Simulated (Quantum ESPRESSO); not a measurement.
# HfC: phonons with LDA

Crystal: HfC.

```
Hf C
1.0
     0.00000    2.32500    2.32500
     2.32500    0.00000    2.32500
     2.32500    2.32500    0.00000
Hf C
1 1
Direct
  0.50000 0.50000 0.50000
  0.00000 0.00000 0.00000
```

| Property | Result |
| --- | --- |
| Program | Quantum ESPRESSO 7.5 |
| Task | phonons |
| Functional | LDA |
| Potentials or basis | GBRV 1.5 LDA |
| Cutoff | 612 eV |
| Density cutoff | 4898 eV |
| k mesh | 10 × 10 × 10 |
| Occupations | cold, width 0.2 eV |
| Spin | no spin polarisation |
| Target pressure | 2 GPa |
| Form of the LDA correlation | PZ81 |
| Mixing beta | 0.5 |
| Most SCF iterations | 120 |
| SCF threshold | 4e-10 Ry |

| Item | Value |
| --- | --- |
| Relaxed volume | 11.90 Å³/atom |
| Relaxed cell | a = 3.229 Å, b = 3.229 Å, c = 3.229 Å, α = 60.00°, β = 60.00°, γ = 60.00° |
| Space group after relaxing (to 0.05 Å) | Fm-3m (No. 225) |
| Pressure after relaxing | 1.9 GPa |
| Band gap on the k mesh | none (metal or under the smearing width) |
| Highest phonon frequency at Γ | 473 cm⁻¹ |

Step by step:
```tsv
step	energy change (eV)	largest force (eV/Å)	pressure (GPa)	volume (Å³)
1	0.0000	0.0000	-11.48	25.14
2	-0.0325	0.0000	6.29	23.45
3	-0.0421	0.0000	1.66	23.83
4	-0.0417	0.0000	1.99	23.81
```

Final structure:
```yaml
crystal:
  lattice:
    - [0.00000, 2.28322, 2.28322]
    - [2.28322, 0.00000, 2.28322]
    - [2.28322, 2.28322, 0.00000]
  atoms:
    - { symbol: Hf, position: [0.50000, 0.50000, 0.50000] }
    - { symbol: C, position: [0.00000, 0.00000, 0.00000] }
```

Levels at points of the mesh, in eV from the Fermi level:
```csv
k point,band 5,band 6,band 7,band 8,band 9,band 10,band 11,band 12
"(0.00, 0.00, 0.00)",-12.45,1.03,1.03,1.03,1.32,1.32,1.32,3.50
"(0.00, 0.00, -0.50)",-8.28,-6.41,-3.20,-3.20,5.54,5.54,6.04,6.86
"(0.00, -0.50, -0.50)",-10.50,-2.48,-2.03,-0.03,-0.03,5.58,7.09,7.09
```

Phonon frequencies in cm⁻¹ (negative: imaginary):
```
              q point           frequencies
(0.000, 0.000, 0.000)  -6 -6 -6 473 473 473
```

Optical modes at Γ, degenerate ones joined:
```
cm⁻¹  components  symmetry  active in
 472           3       T1u         IR
```

Wall time 4.1 min on 1 thread of Intel(R) Xeon(R) Platinum 8375C CPU @ 2.90GHz (Ice Lake) (shared host), peak memory 0.19 GiB.

The run has no spin-orbit coupling, so splittings on Hf are missing.
